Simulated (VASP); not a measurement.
# How biaxial strain in the (001) plane changes CdTe (F-43m)

Wanted: the response of CdTe to biaxial strain in the (001) plane, as a table, with a fit that predicts a row left out.

Program: VASP 6.6.1. Level of theory: LDA; plane waves and PAW (Cd, Te), in the first sound run; inputs show where later runs differ. Results are calculated unless marked as measured.

This is a report of a sequence of runs, with most program output left out.

**1. The structure**

The structure is cubic, space group F-43m (No. 216). Conventional cell: a = 6.481 Å, b = 6.481 Å, c = 6.481 Å, α = 90.00°, β = 90.00°, γ = 90.00°. Nearest to Cd lie 4 Te at 2.81 Å. Nearest to Te lie 4 Cd at 2.81 Å. Farther neighbours and most contacts between anions are not listed.

**2. Relax the crystal, LDA**

The series starts from the cell that this level prefers, so that zero strain is near zero stress.

This step took 2 runs in a row; the last is shown.

Level: LDA; plane waves and PAW (Cd, Te).

Contents of INCAR:

```
SYSTEM = CdTe
PREC = Accurate
ENCUT = 450
EDIFF = 1E-07
NELM = 120
ISMEAR = 0
SIGMA = 0.02
LREAL = .FALSE.
ALGO = Normal
GGA = CA
NBANDS = 15
LASPH = .TRUE.
LORBIT = 11
LWAVE = .FALSE.
LCHARG = .FALSE.
KPAR = 8
IBRION = 2
NSW = 40
ISIF = 3
EDIFFG = -0.005
POTIM = 0.4
```

Contents of POSCAR:

```
CdTe
1.0
    0.0000000000      3.2089821079      3.2089821079
    3.2089821079      0.0000000000      3.2089821079
    3.2089821079      3.2089821079      0.0000000000
Cd Te
1 1
Direct
    0.0000000000      0.0000000000      0.0000000000
    0.2500000000      0.2500000000      0.2500000000
```

Contents of KPOINTS:

```
Automatic mesh
0
Gamma
8 8 8
0 0 0
```

PAW data sets: Cd and Te (LDA family, release 64).

Launch:

```sh
$ mpirun -np 8 vasp_std
```

The job ended after 5.6 s (8 MPI ranks of AMD EPYC 7R43, shared host; peak memory 1.3 GiB; 40 s of CPU time).

This run gave:

```
energy(sigma→0) of the program : -6.0506 eV
stress, compression positive   : xx, yy, zz 0.01, 0.01, 0.01 GPa
volume                         : 66.032 Å³
ionic steps                    : 2
```

**3. Strain along the normal, LDA**

One member in full: the plane is strained by 0.5 %, and the strain along the normal is moved by secant steps until the normal stress is under 0.012 GPa or five steps are spent; the atoms relax at each step.

This step took 2 runs, each at a new trial strain with the atoms of the one before; the last is shown.

Level: LDA; plane waves and PAW (Cd, Te); cell typed or built by script.

INCAR, as its differences from that of step 2:

```diff
@@ -15,7 +15,7 @@
 LCHARG = .FALSE.
-KPAR = 8
-IBRION = 2
-NSW = 40
-ISIF = 3
-EDIFFG = -0.005
-POTIM = 0.4
+KPAR = 2
+IBRION = 1
+NSW = 25
+ISIF = 2
+EDIFFG = -0.004
+POTIM = 0.3
```

Contents of POSCAR:

```
CdTe
1.0
    0.0000000000      3.2240995870      3.1857543040
    3.2240995870      0.0000000000      3.1857543040
    3.2240995870      3.2240995870      0.0000000000
Cd Te
1 1
Direct
    0.0000000000      0.0000000000      0.0000000000
    0.2500000000      0.2500000000      0.2500000000
```

KPOINTS is that of step 2.

Launch:

```sh
$ mpirun -np 2 vasp_std
```

Elapsed: 17 s, on 2 MPI ranks; peak memory 0.3 GiB.

Numbers from this step:

* energy(sigma→0) of the program: -6.0503 eV
* stress, compression positive: xx, yy, zz -0.21, -0.21, 0.01 GPa
* ionic steps: 1

**4. Band edges, TB-mBJ with spin-orbit coupling**

Short lines in KPOINTS_OPT sample the zone centre along and across the normal of the plane, for masses, and the other valleys.

Level: TB-mBJ, spin-orbit coupling; plane waves and PAW (Cd, Te); cell typed or built by script.

TB-mBJ has no energy functional, so the total energy, stress and pressure in this output mean nothing.

Contents of INCAR:

```
SYSTEM = CdTe
PREC = Accurate
ENCUT = 450
EDIFF = 1E-06
NELM = 150
ISMEAR = 0
SIGMA = 0.02
LREAL = .FALSE.
ALGO = Normal
METAGGA = MBJ
LASPH = .TRUE.
LNONCOLLINEAR = .TRUE.
MAGMOM = 0 0 0 0 0 0
NBANDS = 28
GGA_COMPAT = .FALSE.
LSORBIT = .TRUE.
LWAVE = .FALSE.
LCHARG = .FALSE.
KPAR = 2
```

POSCAR is that of step 3.

Contents of KPOINTS:

```
Automatic mesh
0
Gamma
7 7 7
0 0 0
```

Contents of KPOINTS_OPT:

```
Line mode
6
Line-mode
Reciprocal
  0.00000000   0.00000000   0.00000000
  0.02535143   0.02535143   0.00000000

  0.00000000   0.00000000   0.00000000
 -0.00000000  -0.02565657  -0.02565657

  0.31000000   0.31000000   0.00000000
  0.50000000   0.50000000   0.00000000

  0.00000000   0.31000000   0.31000000
  0.00000000   0.50000000   0.50000000

  0.45000000   0.45000000   0.45000000
  0.50000000   0.50000000   0.50000000

  0.45000000   0.00000000   0.00000000
  0.50000000   0.00000000   0.00000000

  0.42500000   0.42500000   0.00000000
  0.42500000   0.45065657   0.02565657

  0.50000000   0.50000000   0.50000000
  0.48185807   0.51814193   0.50000000
```

Launch:

```sh
$ mpirun -np 2 vasp_ncl
```

The job ended after 9.8 min (2 MPI ranks; peak memory 0.88 GiB; 19 min of CPU time).

**5. Band edges, r2SCAN with spin-orbit coupling**

Level: r2SCAN, spin-orbit coupling; plane waves and PAW (Cd, Te); cell typed or built by script.

INCAR, as its differences from that of step 4:

```diff
@@ -4,3 +4,3 @@
 EDIFF = 1E-06
-NELM = 150
+NELM = 100
 ISMEAR = 0
@@ -9,3 +9,3 @@
 ALGO = Normal
-METAGGA = MBJ
+METAGGA = R2SCAN
 LASPH = .TRUE.
```

POSCAR is that of step 4.

KPOINTS is that of step 4.

KPOINTS_OPT is that of step 4.

Launch:

```sh
$ mpirun -np 2 vasp_ncl
```

Run time: 15 min. Hardware: 2 MPI ranks; peak memory 0.87 GiB; 30 min of CPU time.

Read from the output:

| Item | Value |
| --- | --- |
| energy(sigma→0) of the program | -790.8176 eV |
| stress, compression positive | xx, yy, zz 2.76, 2.76, 2.93 GPa |

The run ends at a pressure of 2.82 GPa.

**6. The whole series**

Runs beyond LDA use the data sets made with LDA; this shifts their levels slightly, and their total energies have another zero (at TB-mBJ, which has no energy functional, they mean nothing).

The other members went through these steps as far as the tables show, with the same cutoff and, step by step, the same mesh; 39 runs are not shown. The session took 7.6 core hours (wall time by ranks) on a shared machine.

```csv
in-plane strain (%),strain along the normal (%),"in-plane stress, tension positive (GPa)",energy above the unstrained row (meV/atom),"gap on the mesh, LDA (eV)"
-2.000,2.718,-0.922,4.072,0.620
-1.500,2.045,-0.683,2.321,0.628
-1.000,1.369,-0.450,1.086,0.634
-0.500,0.690,-0.223,0.299,0.640
0,0.000,-0.003,0.000,0.644
0.500,-0.695,0.210,0.155,0.608
1.000,-1.384,0.422,0.724,0.573
1.500,-2.088,0.625,1.749,0.538
2.000,-2.798,0.821,3.172,0.505
```

Slopes at zero strain, from cubics through all rows: strain ratio -1.378, stress over strain 44 GPa. For a cubic crystal strained in (001) the ratio is −2C₁₂/C₁₁.

Band edges at TB-mBJ with spin-orbit coupling, counted from the valence-band top at Γ, spin-orbit pairs averaged, with one row partly withheld:

```csv
in-plane strain (%),gap (eV),conduction band at Γ (eV),Δ or X valley along z (eV),Δ or X valley along x (eV),"lowest conduction level at L, [111] (eV)","lowest conduction level at L, [-111] (eV)",second valence level below the top (eV),third valence level below the top (eV)
-2.000,1.613,1.613,3.034,2.771,2.326,2.326,0.105,0.890
-1.500,1.621,1.621,3.019,2.815,2.349,2.349,0.079,0.870
-1.000,1.629,1.629,3.000,2.859,2.368,2.368,0.052,0.853
-0.500,1.635,1.635,2.973,2.902,2.383,2.383,0.026,0.837
0,1.640,1.640,2.945,2.945,2.396,2.396,0.000,0.823
0.500,1.618,1.618,2.888,2.962,2.380,2.380,0.025,0.835
1.000,1.595,1.595,2.831,2.980,2.362,2.362,0.050,0.848
1.500,?,?,2.771,2.997,2.342,2.342,0.074,0.862
2.000,1.550,1.550,2.709,3.016,2.320,2.320,0.097,0.876
```

Conduction masses, in electron masses:

```csv
in-plane strain (%),"conduction mass at Γ, along the strain axis or the normal of the plane","conduction mass at Γ, across the strain axis or in the plane"
-2.000,0.137,0.140
-1.500,0.137,0.139
-1.000,0.138,0.140
-0.500,0.138,0.139
0,0.139,0.139
0.500,0.138,0.138
1.000,0.139,0.137
1.500,0.139,0.136
2.000,0.139,0.136
```

Band edges at r2SCAN with spin-orbit coupling, counted from the valence-band top at Γ, spin-orbit pairs averaged:

```csv
in-plane strain (%),gap (eV),conduction band at Γ (eV),Δ or X valley along z (eV),Δ or X valley along x (eV),"lowest conduction level at L, [111] (eV)","lowest conduction level at L, [-111] (eV)",second valence level below the top (eV),third valence level below the top (eV)
-2.000,1.071,1.071,2.603,2.373,1.924,1.924,0.113,0.911
-1.500,1.079,1.079,2.587,2.416,1.947,1.947,0.084,0.889
-1.000,1.085,1.085,2.571,2.458,1.966,1.966,0.056,0.871
-0.500,1.090,1.090,2.557,2.499,1.981,1.981,0.028,0.854
0,1.094,1.094,2.539,2.539,1.994,1.994,0.000,0.839
0.500,1.070,1.070,2.492,2.554,1.975,1.975,0.027,0.852
1.000,1.046,1.046,2.437,2.565,1.955,1.955,0.054,0.867
1.500,1.021,1.021,2.379,2.577,1.932,1.932,0.080,0.882
2.000,0.996,0.997,2.318,2.589,1.907,1.907,0.105,0.897
```

Conduction masses, in electron masses:

```csv
in-plane strain (%),"conduction mass at Γ, along the strain axis or the normal of the plane","conduction mass at Γ, across the strain axis or in the plane"
-2.000,0.093,0.091
-1.500,0.093,0.091
-1.000,0.092,0.091
-0.500,0.092,0.091
0,0.091,0.091
0.500,0.090,0.090
1.000,0.089,0.090
1.500,0.088,0.089
2.000,0.087,0.089
```

**7. Working out the slope**

The quantity to fit is the conduction level at Γ above the mean of the three top valence levels at TB-mBJ with spin-orbit coupling: 1.944, 1.938, 1.930, 1.922, 1.914, 1.905, 1.895, 1.875 eV in the rows shown.

A least-squares parabola through the 8 rows shown, with e the strain in %: E = − 0.001008 e² − 0.01738 e + 1.914 (eV), r.m.s. residual 2.5e-4 eV.

At e = 1.5 this predicts 1.8853 eV.

**8. Prediction against calculation**

The calculation gives 1.8849 eV, so the prediction is 0.0004 eV too high.

**9. What came out**

| Property | Result |
| --- | --- |
| ratio of normal to in-plane strain | -1.378 |
| biaxial modulus | 44 GPa |
| gap of the unstrained cell, TB-mBJ with spin-orbit coupling | 1.64 eV |
| gap of the unstrained cell, r2SCAN with spin-orbit coupling | 1.09 eV |
| slope at zero strain of the conduction level at Γ above the mean of the three top valence levels, TB-mBJ with spin-orbit coupling | -17 meV per % |
| error of the predicted row | 0.4 meV |

In words: As a check, the curvature of the energy gives 44 GPa for the same modulus (energy per volume = M × strain²), 1 % from the slope of the stress. At TB-mBJ with spin-orbit coupling the lowest conduction valley is Γ throughout, and the gap runs between 1.55 and 1.64 eV. At r2SCAN with spin-orbit coupling the lowest conduction valley is Γ throughout, and the gap runs between 1.00 and 1.09 eV. Hole masses are left out throughout, since the top bands are degenerate or cross in many series; of conduction masses, those of the Γ, L and (for Si and Ge under (001) strain) Δ valleys are kept where they change by under an eighth between rows. TB-mBJ is a potential fitted for gaps; it has no energy functional, so its total energies and forces mean nothing, and its bands tend to come out too narrow. r2SCAN opens gaps somewhat over GGA but leaves them below measured values as a rule. Δ or X levels are the lowest on their line, refined by a parabola unless they lie at X; the gap is read from all points sampled and can differ from the lowest valley by some meV, or by tens of meV where strain moves the valence top off Γ. Temperature, zero-point motion and excitons are left out.

[Lines on the potential files, build, host, timing and source positions are cut from VASP's logs without a mark.]

[Logs are printed without paths, hosts, clocks, repeated set-up lines and the standing remarks that a program may print on its own settings, such as how far it seeks lower states.]

[Hosts, paths, dates, database ids (printed as entryN), source tags and the programs' standing remarks are cut or masked in the printed files.]

[In band tables of VASP the shares of atoms and orbitals are scaled to a sum of 1 inside the atoms' spheres.]
